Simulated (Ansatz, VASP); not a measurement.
# One calculation of C, two programs

```
C
1.0
     2.09637   -1.21041   -0.01121
     2.09637    1.21041   -0.01121
    -1.38052    0.00000    2.81970
C
2
Direct
  0.83380 0.83380 0.00139
  0.16620 0.16620 0.99861
```

Alike in both runs: functional LDA; k mesh 18 × 18 × 12; occupations gaussian, width 0.01 eV; no spin polarisation.

Ansatz relaxed the structure, and its values are those at the end. VASP's run is a single point on that final structure, the one shown.

```csv
,VASP,Ansatz
version,VASP 6.6.1,Ansatz 0.2.0
potentials or method,"VASP PAW LDA potentials, release 64 (C)","scalar-relativistic, plane waves, PAW"
plane-wave cutoff (eV),520,420
valence electrons in the cell,8,8
```

```csv
,VASP,Ansatz,Ansatz less VASP
gap on the k mesh at the Fermi level (eV),0.16,0.16,+0.003
least direct gap on the mesh (eV),0.16,0.17,+0.003
pressure (GPa),16.0,15.0,-0.97
```

Caveats: so large a pressure means that the cell lies far from this level's equilibrium, or that cutoff or potentials fall short (VASP).
